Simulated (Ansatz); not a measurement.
## An added Ti started as a split pair with a Ti atom in cubic perovskite SrTiO3, 41 atoms, charge +1

Theory: Ansatz, DFT, PBEsol, PAW, plane waves.

Command:

```sh
ansatz run in.yaml --threads 7 --pin off --max-ram 13300MiB --runs-dir r --events-out ev --progress --plain
```

The input less its lattice and atoms (starting moments on atoms near the defect: 1 μB in all):

```yaml
crystal:
  symmetry: { detect: false }
kpoints:
  mp_grid: { grid: [1, 1, 1], shift: [0.25, 0.25, 0.25] }
hamiltonian:
  xc: pbesol
total_charge: 1
magnetization:
  spin_polarized: true
scf:
  occupations: { method: fermi_dirac, width: 0.01 }
relax:
  f_tol: 0.03
  max_steps: 80
  escape_saddle: false
  adjacent_minimum: "off"
output:
  forces: true
  eigenvalues: true
  populations: true
  charged_corrections: { epsilon: 300 }
```

Start:

```
Sr Ti O
1.0
     7.78282    0.00000    0.00000
     0.00000    7.78282    0.00000
     0.00000    0.00000    7.78282
Sr Ti O
8 9 24
Direct
  0.99463 0.00073 0.00175
  0.00661 0.99829 0.50051
  0.99819 0.50083 0.00296
  0.00101 0.50018 0.49909
  0.50173 0.00049 0.99767
  0.49998 0.00069 0.50462
  0.49913 0.50070 0.00006
  0.50529 0.49863 0.49653
  0.09069 0.09003 0.24994
  0.25427 0.24846 0.75113
  0.25105 0.75129 0.25004
  0.24737 0.74633 0.75212
  0.75006 0.24872 0.24896
  0.75086 0.25323 0.74580
  0.74551 0.74860 0.25339
  0.75305 0.75153 0.74697
  0.40963 0.40746 0.25348
  0.25026 0.25031 0.00212
  0.25003 0.25162 0.50004
  0.25241 0.75216 0.99954
  0.24480 0.75173 0.49786
  0.75317 0.24676 0.99730
  0.75025 0.24798 0.49688
  0.74648 0.75007 0.99947
  0.74972 0.75019 0.49844
  0.99772 0.25077 0.24928
  0.00222 0.25069 0.75215
  0.99882 0.74778 0.24847
  0.99629 0.74367 0.74886
  0.49741 0.24970 0.25127
  0.49627 0.24601 0.74767
  0.49540 0.75332 0.24855
  0.50089 0.75151 0.75170
  0.25013 0.00194 0.25282
  0.24898 0.00439 0.75290
  0.25158 0.50303 0.25075
  0.24988 0.50156 0.75338
  0.75054 0.00317 0.25375
  0.74977 0.99860 0.74530
  0.74816 0.50444 0.25078
  0.75071 0.49783 0.75202
```

Steps:

```json
{"step": "start", "energy less the first (eV)": "0.000", "largest force component (eV/Å)": "25.198"}
{"step": "1", "energy less the first (eV)": "-15.067", "largest force component (eV/Å)": "9.914"}
{"step": "2", "energy less the first (eV)": "-20.712", "largest force component (eV/Å)": "2.608"}
{"step": "3", "energy less the first (eV)": "-22.156", "largest force component (eV/Å)": "1.962"}
{"step": "4", "energy less the first (eV)": "-23.357", "largest force component (eV/Å)": "3.197"}
{"step": "5", "energy less the first (eV)": "-24.749", "largest force component (eV/Å)": "2.871"}
{"step": "6", "energy less the first (eV)": "-25.768", "largest force component (eV/Å)": "1.599"}
{"step": "7", "energy less the first (eV)": "-26.604", "largest force component (eV/Å)": "1.655"}
{"step": "8", "energy less the first (eV)": "-27.471", "largest force component (eV/Å)": "1.513"}
{"step": "9", "energy less the first (eV)": "-28.332", "largest force component (eV/Å)": "0.968"}
{"step": "10", "energy less the first (eV)": "-29.087", "largest force component (eV/Å)": "0.603"}
{"step": "11", "energy less the first (eV)": "-29.362", "largest force component (eV/Å)": "0.726"}
{"step": "12", "energy less the first (eV)": "-29.413", "largest force component (eV/Å)": "0.345"}
{"step": "13", "energy less the first (eV)": "-29.440", "largest force component (eV/Å)": "0.394"}
{"step": "14", "energy less the first (eV)": "-29.457", "largest force component (eV/Å)": "0.296"}
{"step": "15", "energy less the first (eV)": "-29.510", "largest force component (eV/Å)": "0.480"}
{"step": "16", "energy less the first (eV)": "-29.549", "largest force component (eV/Å)": "0.542"}
{"step": "17", "energy less the first (eV)": "-29.597", "largest force component (eV/Å)": "0.344"}
{"step": "18", "energy less the first (eV)": "-29.611", "largest force component (eV/Å)": "0.273"}
{"step": "19", "energy less the first (eV)": "-29.629", "largest force component (eV/Å)": "0.167"}
{"step": "20", "energy less the first (eV)": "-29.637", "largest force component (eV/Å)": "0.050"}
{"step": "21", "energy less the first (eV)": "-29.637", "largest force component (eV/Å)": "0.040"}
{"step": "22", "energy less the first (eV)": "-29.638", "largest force component (eV/Å)": "0.016"}
```

A structure on the way, about -20.71 eV from the start:

```
Sr Ti O
1.0
     7.78282    0.00000    0.00000
     0.00000    7.78282    0.00000
     0.00000    0.00000    7.78282
Sr Ti O
8 9 24
Direct
  0.98179 0.98668 0.95635
  0.99076 0.98532 0.54137
  0.00592 0.49472 0.00420
  0.00799 0.49284 0.49675
  0.49352 0.00720 0.00304
  0.49360 0.00675 0.49924
  0.51453 0.51493 0.95985
  0.51636 0.51372 0.54128
  0.10082 0.10188 0.24590
  0.25218 0.24771 0.75132
  0.25044 0.74930 0.25055
  0.24955 0.74711 0.75191
  0.74977 0.24815 0.24914
  0.75248 0.25248 0.74813
  0.74885 0.74867 0.25110
  0.75086 0.75176 0.74916
  0.39759 0.39469 0.25785
  0.25231 0.25294 0.00587
  0.24704 0.25049 0.49647
  0.25045 0.75249 0.99998
  0.24668 0.75139 0.49942
  0.75065 0.24731 0.99956
  0.74979 0.25134 0.49851
  0.74775 0.75198 0.99826
  0.74903 0.74876 0.50010
  0.99176 0.29306 0.24869
  0.99812 0.24826 0.75104
  0.00121 0.77102 0.24728
  0.99775 0.74811 0.75002
  0.50583 0.20645 0.25277
  0.50104 0.25008 0.74806
  0.49765 0.73287 0.24959
  0.49963 0.74975 0.74838
  0.28987 0.99405 0.25430
  0.24558 0.99919 0.75189
  0.20902 0.50753 0.25071
  0.25320 0.50379 0.75108
  0.77310 0.00306 0.25125
  0.75180 0.99846 0.74688
  0.72728 0.50045 0.24936
  0.74736 0.49866 0.74977
```

End:

```xyz
41
Lattice="7.7828 0.0000 0.0000 0.0000 7.7828 0.0000 0.0000 0.0000 7.7828" Properties=species:S:1:pos:R:3 pbc="T T T"
Sr    7.4715    7.7244    7.0761
Sr    7.6207    0.0012    4.0573
Sr    0.0143    3.9223    0.0101
Sr    0.0137    3.9297    3.9268
Sr    3.8620    0.0334    7.7349
Sr    3.9307    0.0218    4.0045
Sr    4.0348    3.9205    7.7734
Sr    4.0641    3.9325    3.7931
Ti    0.7011    0.3208    1.4006
Ti    1.9312    2.0090    5.8428
Ti    2.0838    5.7911    2.0095
Ti    1.9421    5.8304    5.8059
Ti    5.9322    1.9827    1.8772
Ti    5.7547    2.0235    5.7729
Ti    5.9639    5.8862    1.8817
Ti    5.7302    5.7919    5.7623
Ti    2.1291    2.0619    2.1058
O     1.6781    1.5152    0.1837
O     2.1652    2.3573    4.0221
O     1.6835    6.4506    0.2311
O     2.1501    5.5443    3.9895
O     6.0165    2.0869    7.7464
O     5.7061    1.8816    3.8583
O     5.9927    5.7750    7.7423
O     5.7078    5.9730    3.8508
O     0.1159    2.0262    2.2442
O     7.7675    2.0028    5.7032
O     0.1298    5.9533    2.2127
O     7.7672    5.8117    5.6824
O     4.0229    1.9130    1.8151
O     3.8502    1.9873    6.0966
O     3.9900    6.0163    1.8314
O     3.8494    5.8491    6.0679
O     2.0546    0.0587    2.5809
O     1.9086    0.0308    5.6371
O     2.1118    3.9744    1.6931
O     1.9192    3.9380    6.2963
O     6.3549    0.0664    1.6926
O     5.6760    0.0265    5.7672
O     5.9656    3.9568    1.9817
O     5.7680    3.9170    5.6728
```

The calculation finished and met its thresholds.

Time: 3.8 min of wall time on 7 threads of a Neoverse-V2 processor, on a host shared with other runs; peak host memory 1.6 GiB.

Task: How much energy did the relaxation gain, and which atom moved most?

Result: 29.64 eV in 22 steps, from a start with small random displacements (neighbours that lie too close to an added atom are first pushed off) (the gain also holds any tilting of the ideal host); atom 17 (Ti) moved 1.54 Å, the median atom 0.20 Å (drift of the whole cell removed).

The moment started at 1 μB and ended at 1.0 μB; no other spin state is shown. The program warned that the state may not be the lowest. The one k point has no symmetry partners, which can distort the end along one axis.
